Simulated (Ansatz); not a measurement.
# WC (Qusongite) (P-6m2) in Ansatz: notebook

The runs below take WC (Qusongite) through relaxation of cell and atoms, with PBE+U.

All numbers are computed with Ansatz 0.2.0; they aren't measurements. Logs are shortened: lines on timing, memory, paths and dates and some standing lists are left out, and cuts for length are marked.

### 1 The structure

It takes space group P-6m2 (No. 187, hexagonal). Conventional cell: a = 2.907 Å, b = 2.907 Å, c = 2.837 Å, α = 90.00°, β = 90.00°, γ = 120.00°. W (site symmetry -6m2) is surrounded by 6 C at 2.20 Å. C (site symmetry -6m2) is surrounded by 6 W at 2.20 Å.

### 2 Relaxation of cell and atoms, PBE+U

Contents of input.yaml:

```yaml
crystal:
  lattice:
    - [2.9065, 0.0, 0.0]
    - [-1.45325, 2.5171028361, 0.0]
    - [0.0, 0.0, 2.8366]
  atoms:
    - { symbol: W, position: [0.0, 0.0, 0.0] }
    - { symbol: C, position: [0.6666666667, 0.3333333333, 0.5] }
hamiltonian:
  xc: pbe
  pseudopotentials: { kind: paw }
  hubbard: { sites: [{ species: W, l: d, u_eff: 6.0 }] }
kpoints:
  mp_grid: { grid: [10, 10, 9] }
scf:
  occupations: { method: fermi_dirac, width: 0.05 }
output:
  forces: true
  stress: true
  eigenvalues: true
relax:
  f_tol: 0.01
  max_steps: 40
  cell: { stress_tol: 0.05 }
```

Potentials or basis: Ansatz PAW.

Launch:

```
ansatz run input.yaml --threads 2 --pin off --max-ram 5632MiB --backend cpu --events-out ev --progress --plain --runs-dir out
```

The program printed:

```text
Warning: RAYON_NUM_THREADS=2 ignored (pool sized by the plan → 2); use --threads N
W: projections on atomic orbitals take those of the free atom [Kr 4d10 4f14] 5s2 5p6 5d4 6s2, of charge +0.00 (hamiltonian.pseudopotentials.projection_atoms); the dataset's partial waves leave at most 6.5e-5 of an orbital's norm unspanned inside its sphere
C: projections on atomic orbitals take those of the free atom [He] 2s2 2p2, of charge +0.00 (hamiltonian.pseudopotentials.projection_atoms); the dataset's partial waves leave at most 3.7e-9 of an orbital's norm unspanned inside its sphere
Engine: ansatz 0.2.0, aarch64-unknown-linux-gnu
Pseudopotentials: kind: paw
Pseudopotential: W, paw, valence charge 14, recommended cutoff 420 eV (normal), W.paw.azcp
Pseudopotential: C, paw, valence charge 4, recommended cutoff 420 eV (normal), C.paw.azcp
Functional definition: PBE
  parameter kappa = 0.804
  parameter beta = 0.06672455060314922
  exchange = pbe_x(kappa = kappa, mu = beta*pi^2/3)
  correlation = pbe_c(beta = beta)
Crystal: 2 atoms, lattice volume = 20.752 Å³
Basis set: ecut = 420 eV, 405 PW (Γ), exchange–correlation on 40×40×40 points (8 copies of the dense FFT grid, shifted against one another)
Bands: 13, of which v1, the nominal top of the filled ones, is band 9 counted from 1 (8 counted from 0)
Symmetry: 12 space group operations
Space group: P-6m2 (ITA 187), of the structure as read, at distance tolerance 2.7e-5 Å
k-points: 70 of 900 (time reversal used)
Non-local potential: W, projectors of the file, l = 0: 3, l = 1: 2, l = 2: 2, l = 3: 1
Non-local potential: C, projectors of the file, l = 0: 2, l = 1: 2, l = 2: 1
PAW form: soft (Blöchl's): semilocal exchange-correlation on the pseudo side does not see the compensation charge
PAW one-centre angular grid: W, 590 points (default); XC on 64 Gauss nodes
PAW one-centre angular grid: C, 110 points (default); XC on 64 Gauss nodes
Initial density: superposition of atomic densities (chi_scale 0.1, normalization cell, long waves kept (reshape's long-wave potential 0.00 eV rms))
Initial wavefunctions: pseudopotential atomic-orbital guess
Functional: x = pbe(κ = 0.804, μ = 0.2195149727645171), c = pbe(β = 0.06672455060314922)
SCF iter   1: F=—  HF=-10630.129589 eV  |F-HF|=—  |Δ(HF+E_count)|=         —  Δρ=1.55e-1  dr2=6.67e0  ethr=3.10e-3  ⟨swp⟩=5.7  Hψ=4522  notcnv=0
preconditioner: auto → none  [insulator: Δε(μ)=0.307 eV  Ē_g=11.011 eV  σ=0.050 eV  W_gap=0.63  n_scr=8 (ndim 8)  ℏωp=25.8 eV  f_vac=0.000  D(μ)=0.19/eV (n_scr^D=0)  ε∞_Penn≈6.5]
SCF iter   2: F=—  HF=-10629.266608 eV  |F-HF|=—  |Δ(HF+E_count)|=   8.63e-1  Δρ=1.12e-1  dr2=3.32e0  ethr=3.10e-3  ⟨swp⟩=3.8  Hψ=2648  notcnv=0
SCF iter   3: F=—  HF=-10628.578204 eV  |F-HF|=—  |Δ(HF+E_count)|=   6.88e-1  Δρ=2.16e-2  dr2=3.68e-2  ethr=3.10e-3  ⟨swp⟩=3.1  Hψ=2111  notcnv=0
SCF iter   4: F=—  HF=-10628.654350 eV  |F-HF|=—  |Δ(HF+E_count)|=   7.61e-2  Δρ=8.93e-3  dr2=2.13e-2  ethr=2.05e-4  ⟨swp⟩=2.5  Hψ=1762  notcnv=0
SCF iter   5: F=—  HF=-10628.649152 eV  |F-HF|=—  |Δ(HF+E_count)|=   5.20e-3  Δρ=3.94e-3  dr2=3.32e-3  ethr=1.18e-4  ⟨swp⟩=2.7  Hψ=1623  notcnv=0
SCF iter   6: F=—  HF=-10628.648449 eV  |F-HF|=—  |Δ(HF+E_count)|=   7.03e-4  Δρ=7.74e-4  dr2=1.49e-4  ethr=1.84e-5  ⟨swp⟩=2.9  Hψ=1660  notcnv=0
SCF iter   7: F=—  HF=-10628.648437 eV  |F-HF|=—  |Δ(HF+E_count)|=   1.19e-5  Δρ=4.58e-4  dr2=5.68e-5  ethr=8.28e-7  ⟨swp⟩=1.0  Hψ=918  notcnv=0
SCF iter   8: F=—  HF=-10628.648421 eV  |F-HF|=—  |Δ(HF+E_count)|=   1.62e-5  Δρ=5.72e-5  dr2=9.60e-7  ethr=3.16e-7  ⟨swp⟩=2.8  Hψ=1433  notcnv=0
SCF iter   9: F=-10628.648421 eV  HF=-10628.648421 eV  |F-HF|=1.52e-9  |Δ(HF+E_count)|=   1.63e-7  Δρ=2.98e-6  dr2=1.26e-9  ethr=5.56e-10  ⟨swp⟩=3.4  Hψ=3798  notcnv=0
SCF 1 converged in 9 iterations: F = -10628.648421 eV  dr2 = 1.26e-9
relax step   1: F+E_penalty+E_count = -10628.64842091 eV  Δ(F+E_penalty+E_count) = +0.000e0 eV  max|allowed force component| = 6.939e-17 eV/Å  Δτ_max = 0.0000 Å  P = +6.602 GPa  Ω = 20.752 Å³  (9 SCF iters, dr2 threshold 1.00e-7 eV, accepted)
Crystal: 2 atoms, lattice volume = 21.354 Å³
Initial density: handed on by an earlier stage of this run
Initial wavefunctions: those handed on with the density
iter 1 solved again at ethr=3.86e-5 eV; its pass at ethr=3.10e-3 eV (dr2=6.94e-3 eV) is discarded
SCF iter   1: F=—  HF=-10628.647347 eV  |F-HF|=—  |Δ(HF+E_count)|=         —  Δρ=5.68e-3  dr2=7.62e-3  ethr=3.86e-5  ⟨swp⟩=1.0  Hψ=5952  notcnv=0
preconditioner: auto → none  [metal: Δε(μ)=0.063 eV  Ē_g=9.853 eV  σ=0.050 eV  W_gap=0.29  n_scr=8 (ndim 8)  ℏωp=25.4 eV  f_vac=0.000  D(μ)=0.18/eV (n_scr^D=0)]
[... 15 lines left out ...]
SCF iter   6: F=—  HF=-10628.655394 eV  |F-HF|=—  |Δ(HF+E_count)|=   2.30e-6  Δρ=7.92e-6  dr2=1.54e-8  ethr=1.95e-9  ⟨swp⟩=2.1  Hψ=1449  notcnv=0
SCF iter   7: F=—  HF=-10628.655394 eV  |F-HF|=—  |Δ(HF+E_count)|=   4.09e-9  Δρ=9.77e-7  dr2=1.86e-10  ethr=8.55e-11  ⟨swp⟩=2.7  Hψ=1465  notcnv=0
SCF iter   8: F=-10628.655394 eV  HF=-10628.655394 eV  |F-HF|=3.64e-12  |Δ(HF+E_count)|=  2.36e-11  Δρ=1.37e-7  dr2=1.79e-12  ethr=1.00e-12  ⟨swp⟩=6.7  Hψ=4109  notcnv=0
SCF 3 converged in 8 iterations: F = -10628.655394 eV  dr2 = 1.79e-12
relax step   3: F+E_penalty+E_count = -10628.65539417 eV  Δ(F+E_penalty+E_count) = -6.973e-3 eV  max|allowed force component| = 3.238e-16 eV/Å  Δτ_max = 0.0000 Å  P = -0.113 GPa  Ω = 21.117 Å³  energy of the carried Pulay correction = -7.051e-4 eV  (8 SCF iters, accepted)
Crystal: 2 atoms, lattice volume = 21.110 Å³
iter 1 solved again at ethr=4.71e-9 eV; its pass at ethr=3.10e-3 eV (dr2=8.47e-7 eV) is discarded
SCF iter   1: F=—  HF=-10628.655414 eV  |F-HF|=—  |Δ(HF+E_count)|=         —  Δρ=6.66e-5  dr2=9.59e-7  ethr=4.71e-9  ⟨swp⟩=2.0  Hψ=5552  notcnv=0
preconditioner: auto → none  [metal: Δε(μ)=0.126 eV  Ē_g=9.962 eV  σ=0.050 eV  W_gap=0.49  n_scr=8 (ndim 8)  ℏωp=25.6 eV  f_vac=0.000  D(μ)=0.21/eV (n_scr^D=0)]
SCF iter   2: F=—  HF=-10628.655414 eV  |F-HF|=—  |Δ(HF+E_count)|=   9.37e-8  Δρ=3.70e-5  dr2=3.77e-7  ethr=4.71e-9  ⟨swp⟩=2.0  Hψ=1259  notcnv=0
SCF iter   3: F=-10628.655414 eV  HF=-10628.655414 eV  |F-HF|=1.17e-8  |Δ(HF+E_count)|=   5.70e-8  Δρ=1.36e-5  dr2=2.62e-8  ethr=5.10e-10  ⟨swp⟩=3.1  Hψ=3519  notcnv=0
SCF 4 converged in 3 iterations: F = -10628.655414 eV  dr2 = 2.62e-8
relax step   4: F+E_penalty+E_count = -10628.65541357 eV  Δ(F+E_penalty+E_count) = -1.940e-5 eV  max|allowed force component| = 9.252e-17 eV/Å  Δτ_max = 0.0000 Å  P = -0.004 GPa  Ω = 21.110 Å³  energy of the carried Pulay correction = -6.920e-4 eV  (3 SCF iters, dr2 threshold 9.19e-8 eV, accepted)
Initial wavefunctions: pseudopotential atomic-orbital guess (no wavefunctions were taken with the density)
iter 1 solved again at ethr=7.20e-8 eV; its pass at ethr=3.10e-3 eV (dr2=1.30e-5 eV) is discarded
SCF iter   1: F=—  HF=-10628.656110 eV  |F-HF|=—  |Δ(HF+E_count)|=         —  Δρ=1.41e-4  dr2=3.82e-7  ethr=7.20e-8  ⟨swp⟩=3.2  Hψ=7182  notcnv=0
preconditioner: auto → none  [metal: Δε(μ)=0.126 eV  Ē_g=9.961 eV  σ=0.050 eV  W_gap=0.49  n_scr=8 (ndim 8)  ℏωp=25.6 eV  f_vac=0.000  D(μ)=0.21/eV (n_scr^D=0)]
SCF iter   2: F=—  HF=-10628.656114 eV  |F-HF|=—  |Δ(HF+E_count)|=   4.37e-6  Δρ=7.12e-5  dr2=1.36e-7  ethr=2.12e-9  ⟨swp⟩=2.0  Hψ=1245  notcnv=0
SCF iter   3: F=—  HF=-10628.656115 eV  |F-HF|=—  |Δ(HF+E_count)|=   1.24e-6  Δρ=3.47e-5  dr2=5.35e-8  ethr=7.54e-10  ⟨swp⟩=2.0  Hψ=1248  notcnv=0
SCF iter   4: F=—  HF=-10628.656116 eV  |F-HF|=—  |Δ(HF+E_count)|=   3.45e-7  Δρ=2.42e-6  dr2=4.01e-10  ethr=2.97e-10  ⟨swp⟩=2.1  Hψ=1242  notcnv=0
SCF iter   5: F=—  HF=-10628.656116 eV  |F-HF|=—  |Δ(HF+E_count)|=   1.06e-9  Δρ=6.35e-7  dr2=1.57e-11  ethr=1.00e-12  ⟨swp⟩=5.0  Hψ=4665  notcnv=0
SCF iter   6: F=-10628.656116 eV  HF=-10628.656116 eV  |F-HF|=0.00e0  |Δ(HF+E_count)|=  1.55e-10  Δρ=1.12e-7  dr2=1.21e-12  ethr=1.00e-12  ⟨swp⟩=6.0  Hψ=3651  notcnv=0
SCF 5 converged in 6 iterations: F = -10628.656116 eV  dr2 = 1.21e-12
relax step   5: F+E_penalty+E_count = -10628.65611577 eV  Δ(F+E_penalty+E_count) = -7.022e-4 eV  max|allowed force component| = 6.476e-17 eV/Å  Δτ_max = 0.0000 Å  P = +0.032 GPa  Ω = 21.110 Å³  stress off target by 3.67e-2 GPa  SCF on the basis re-selected at this cell (its energy is not comparable with the rows above)  (6 SCF iters)
basis re-selected at this cell: Δ(F+E_penalty+E_count) = -7.022e-4 eV, ΔP = +0.035 GPa vs the last step (what re-selecting the basis moved, of the pressure what is left beyond the Pulay correction that the steps carried, after the strain that the cell walked since its last selection, with what the two solves' SCF thresholds leave and, on support functions, any second-order correction that the steps lacked; it is no measure of the basis error at this ecutwfc). This SCF's stress stands 3.67e-2 GPa from its target on what of the cell is left free (relax.cell.stress_tol is 5.00e-2 GPa) and its largest allowed force component is 6.48e-17 eV/Å (relax.f_tol is 1.00e-2 eV/Å): within both
SCF converged after 6 iterations
Free energy (F): -10628.656116 eV
Harris-Foulkes:  -10628.656116 eV  (|F-HF|=0.00e0)
Internal energy: -10628.654417 eV  (E = F + TS)
E sigma→0 (E₀):  -10628.655266 eV
Entropy (-TS):   -0.001699 eV (-0.849 meV/atom)
Fermi energy:    20.309120 eV
--- Per-component energies (eV) ---
  E_band       = -65.101418
  E_kinetic    = 540.496769
  E_local      = -676.551184  (includes V_loc(G=0)·N_el)
  E_nonlocal   = 25.208745
  E_hartree    = 237.834737
  E_xc         = -316.161999
  E_vxc        = -299.920853  (∫ρ·V_xc dr)
  E_hubbard    = 7.377739  (on-site DFT+U / exact-exchange correction)
  E_vhub       = 0.784668  (the Hubbard potential's part of the band-sum identity)
  E_paw        = -8660.934108  (= ΣΔE_a)
  E_vpaw       = -130.788979  (= ΣTr[D̂ρ^β])
  E_aug_tail   = -0.000056  (compensation charges beyond the density's cutoff)
  E_ewald      = -1785.925061
  E_smearing   = -0.001699  (= −TS)
  E_closure    = 0.000000  (closes the sum)
  Σ components = -10628.656116   (vs F -10628.656116, Δ=0.00e0)
--- Forces (eV/Å), atoms counted from 1 ---
  atom   1  W     -0.00000000     0.00000000    -0.00000000
  atom   2  C     -0.00000000     0.00000000    -0.00000000
  max |Σ_I F_I| component: 1.67e-16 eV/Å
--- Stress (GPa, compression-positive) ---
        0.036713       0.000000       0.000000
       -0.000000       0.036713       0.000000
        0.000000       0.000000       0.021517
  P = ⅓ Tr σ = 0.0316 GPa (0.316 kbar)
--- Band table (eV; the first three rows and the last of 70) ---
  k-point 0: bands = ["-53.9037", "-17.9043", "-17.8129", "-17.8129", "5.9207", "15.6987", "16.9265", "16.9265", "20.4064", "23.8521", "23.8521", "25.7841", "25.7841"]
  k-point 1: bands = ["-53.8992", "-17.9922", "-17.8053", "-17.8053", "6.2155", "15.5700", "17.0656", "17.0656", "20.3409", "22.8699", "22.8699", "26.3349", "26.3349"]
  k-point 2: bands = ["-53.8884", "-18.2090", "-17.7861", "-17.7861", "7.0385", "14.8529", "17.4542", "17.4542", "20.7845", "21.4424", "21.4424", "26.3904", "26.3904"]
  k-point 69: bands = ["-53.8085", "-18.4251", "-18.3097", "-18.1677", "9.6378", "13.6479", "14.8823", "18.3639", "19.4569", "24.2524", "26.5635", "27.1412", "29.4862"]
Occupation matrices written to <dir>
--- Relaxed structure (4 steps of the walk, 3 accepted, 1 SCFs on fresh bases) ---
  F+E_penalty+E_count = -10628.65611577 eV   max|allowed force component| = 6.476e-17 eV/Å   (the final SCF, on the basis selected at the relaxed cell)
  cell:  # Å, volume = 21.1099 Å³
    - [2.927583927837087, 2.340786213393007e-18, 2.715979085091521e-34]
    - [-1.4637919639185435, 2.5353620532179457, 9.941173412907142e-35]
    - [2.6506610262411143e-34, 2.6506610262411143e-34, 2.8440437186971264]
  atoms:
    - { symbol: W, position: [-3.700743415524895e-17, 2.0403668500849174e-34, -5.934729841099874e-67] }
    - { symbol: C, position: [0.6666666666666666, 0.3333333333333333, 0.5] }
```

Wall time 9.8 s (2 threads of Arm Neoverse V1, shared host); peak memory 0.31 GiB.

What came out:

```
Free energy                            : -10628.6561 eV
Relaxed volume                         : 10.55 Å³/atom
Relaxed cell                           : a = 2.928 Å, b = 2.928 Å, c = 2.844 Å, α = 90.00°, β = 90.00°, γ = 120.00°
Space group after relaxing (to 0.05 Å) : P-6m2 (No. 187)
Energy gained by relaxing              : 3.8 meV/atom
Ionic steps                            : 4
Pressure after relaxing                : 0.0 GPa
Band gap on the k mesh                 : none (metal or under the smearing width)
```

The path:
```tsv
step	energy change (eV)	largest force (eV/Å)	volume (Å³)
1	0.0000	0.0000	20.75
2	-0.0070	0.0000	21.12
3	-0.0070	0.0000	21.11
4	-0.0077	0.0000	21.11
```

Final structure:
```
CELL_PARAMETERS angstrom
2.92758 0.00000 0.00000
-1.46379 2.53536 0.00000
0.00000 0.00000 2.84404
ATOMIC_POSITIONS crystal
W 0.00000 0.00000 0.00000
C 0.66667 0.33333 0.50000
```

Eigenvalues of the final occupation matrices:
| site | spin | trace | eigenvalues |
| --- | --- | --- | --- |
| site 1 | 1 | 2.33 | 0.40 0.40 0.49 0.49 0.54 |

Caveat: the plane-wave basis is chosen anew once the cell has moved, so the energies of steps on either side of that aren't comparable; the pressure holds a Pulay correction of +0.3 GPa for the finite cutoff; U without spin polarisation on a metal has little footing; the U is typed as a test and isn't derived for this compound. Zero-point motion and thermal expansion aren't in these numbers.

### 3 Relaxation of cell and atoms, PBE+U

Changes to input.yaml since step 2:

```diff
@@ -11,3 +11,3 @@
   pseudopotentials: { kind: paw }
-  hubbard: { sites: [{ species: W, l: d, u_eff: 6.0 }] }
+  hubbard: { sites: [{ species: W, l: d, u_eff: 8.0 }] }
 kpoints:
@@ -20,2 +20,6 @@
   eigenvalues: true
+  write_density: true
+  write_potential: true
+  elf: true
+  volumetric_format: npy
 relax:
```

Potentials or basis: Ansatz PAW.

Launch:

```
ansatz run input.yaml --threads 2 --pin off --max-ram 5632MiB --backend cpu --events-out ev --progress --plain --runs-dir out
```

The program printed:

```text
Warning: RAYON_NUM_THREADS=2 ignored (pool sized by the plan → 2); use --threads N
W: projections on atomic orbitals take those of the free atom [Kr 4d10 4f14] 5s2 5p6 5d4 6s2, of charge +0.00 (hamiltonian.pseudopotentials.projection_atoms); the dataset's partial waves leave at most 6.5e-5 of an orbital's norm unspanned inside its sphere
C: projections on atomic orbitals take those of the free atom [He] 2s2 2p2, of charge +0.00 (hamiltonian.pseudopotentials.projection_atoms); the dataset's partial waves leave at most 3.7e-9 of an orbital's norm unspanned inside its sphere
Engine: ansatz 0.2.0, aarch64-unknown-linux-gnu
Pseudopotentials: kind: paw
Pseudopotential: W, paw, valence charge 14, recommended cutoff 420 eV (normal), W.paw.azcp
Pseudopotential: C, paw, valence charge 4, recommended cutoff 420 eV (normal), C.paw.azcp
Functional definition: PBE
  parameter kappa = 0.804
  parameter beta = 0.06672455060314922
  exchange = pbe_x(kappa = kappa, mu = beta*pi^2/3)
  correlation = pbe_c(beta = beta)
Crystal: 2 atoms, lattice volume = 20.752 Å³
Basis set: ecut = 420 eV, 405 PW (Γ), exchange–correlation on 40×40×40 points (8 copies of the dense FFT grid, shifted against one another)
Bands: 13, of which v1, the nominal top of the filled ones, is band 9 counted from 1 (8 counted from 0)
Symmetry: 12 space group operations
Space group: P-6m2 (ITA 187), of the structure as read, at distance tolerance 2.7e-5 Å
k-points: 70 of 900 (time reversal used)
Non-local potential: W, projectors of the file, l = 0: 3, l = 1: 2, l = 2: 2, l = 3: 1
Non-local potential: C, projectors of the file, l = 0: 2, l = 1: 2, l = 2: 1
PAW form: soft (Blöchl's): semilocal exchange-correlation on the pseudo side does not see the compensation charge
PAW one-centre angular grid: W, 590 points (default); XC on 64 Gauss nodes
PAW one-centre angular grid: C, 110 points (default); XC on 64 Gauss nodes
Initial density: superposition of atomic densities (chi_scale 0.1, normalization cell, long waves kept (reshape's long-wave potential 0.00 eV rms))
[... 81 lines left out ...]
  E_paw        = -8660.885514  (= ΣΔE_a)
  E_vpaw       = -130.729268  (= ΣTr[D̂ρ^β])
  E_aug_tail   = -0.000050  (compensation charges beyond the density's cutoff)
  E_ewald      = -1784.779228
  E_smearing   = -0.001424  (= −TS)
  E_closure    = 0.000000  (closes the sum)
  Σ components = -10626.202254   (vs F -10626.202254, Δ=0.00e0)
--- Forces (eV/Å), atoms counted from 1 ---
  atom   1  W      0.00000000     0.00000000    -0.00000000
  atom   2  C     -0.00000000     0.00000000    -0.00000000
  max |Σ_I F_I| component: 1.48e-16 eV/Å
--- Stress (GPa, compression-positive) ---
        0.039073       0.000000       0.000000
        0.000000       0.039073       0.000000
        0.000000       0.000000       0.031629
  P = ⅓ Tr σ = 0.0366 GPa (0.366 kbar)
--- Band table (eV; the first three rows and the last of 70) ---
  k-point 0: bands = ["-54.0012", "-17.9916", "-17.9081", "-17.9081", "5.9148", "15.4692", "16.8967", "16.8967", "20.4198", "24.0550", "24.0550", "25.7619", "25.7619"]
  k-point 1: bands = ["-53.9968", "-18.0796", "-17.9005", "-17.9005", "6.2099", "15.3675", "17.0380", "17.0380", "20.3227", "23.0202", "23.0202", "26.3638", "26.3638"]
  k-point 2: bands = ["-53.9866", "-18.2964", "-17.8813", "-17.8813", "7.0328", "14.7187", "17.4358", "17.4358", "20.6918", "21.5616", "21.5616", "26.4411", "26.4411"]
  k-point 69: bands = ["-53.9071", "-18.5133", "-18.3974", "-18.2574", "9.7554", "13.7818", "14.8735", "18.3515", "19.4058", "24.0067", "26.6207", "27.0999", "29.4177"]
Occupation matrices written to <dir>
--- Relaxed structure (4 steps of the walk, 3 accepted, 1 SCFs on fresh bases) ---
  F+E_penalty+E_count = -10626.20225362 eV   max|allowed force component| = 7.401e-17 eV/Å   (the final SCF, on the basis selected at the relaxed cell)
  cell:  # Å, volume = 21.1491 Å³
    - [2.930632719652839, 2.6792701005066576e-18, 1.2221905882911846e-33]
    - [-1.4653163598264194, 2.538002384381237, 9.76576852444028e-34]
    - [2.253061872304947e-33, 1.7891961927127525e-33, 2.8434076053027235]
  atoms:
    - { symbol: W, position: [-3.700743415524895e-17, -1.2752292813030734e-35, 0.0] }
    - { symbol: C, position: [0.6666666666666666, 0.33333333333333326, 0.5] }
```

Run time: 11 s. Hardware: 2 threads of Arm Neoverse V1, shared host; peak memory 0.31 GiB.

What came out:

- Free energy: -10626.2023 eV
- Relaxed volume: 10.57 Å³/atom
- Relaxed cell: a = 2.931 Å, b = 2.931 Å, c = 2.843 Å, α = 90.00°, β = 90.00°, γ = 120.00°
- Space group after relaxing (to 0.05 Å): P-6m2 (No. 187)
- Energy gained by relaxing: 4.8 meV/atom
- Ionic steps: 4
- Pressure after relaxing: 0.0 GPa
- Band gap on the k mesh: none (metal or under the smearing width)

The path:
```tsv
step	energy change (eV)	largest force (eV/Å)	volume (Å³)
1	0.0000	0.0000	20.75
2	-0.0087	0.0000	21.16
3	-0.0088	0.0000	21.15
4	-0.0095	0.0000	21.15
```

Final structure:
```yaml
crystal:
  lattice:
    - [2.93063, 0.00000, 0.00000]
    - [-1.46532, 2.53800, 0.00000]
    - [0.00000, 0.00000, 2.84341]
  atoms:
    - { symbol: W, position: [0.00000, 0.00000, 0.00000] }
    - { symbol: C, position: [0.66667, 0.33333, 0.50000] }
```

Eigenvalues of the final occupation matrices:
| site | spin | trace | eigenvalues |
| --- | --- | --- | --- |
| site 1 | 1 | 2.32 | 0.39 0.39 0.49 0.49 0.55 |

Caveat: the plane-wave basis is chosen anew once the cell has moved, so the energies of steps on either side of that aren't comparable; the pressure holds a Pulay correction of +0.3 GPa for the finite cutoff; U without spin polarisation on a metal has little footing; the U is typed as a test and isn't derived for this compound.
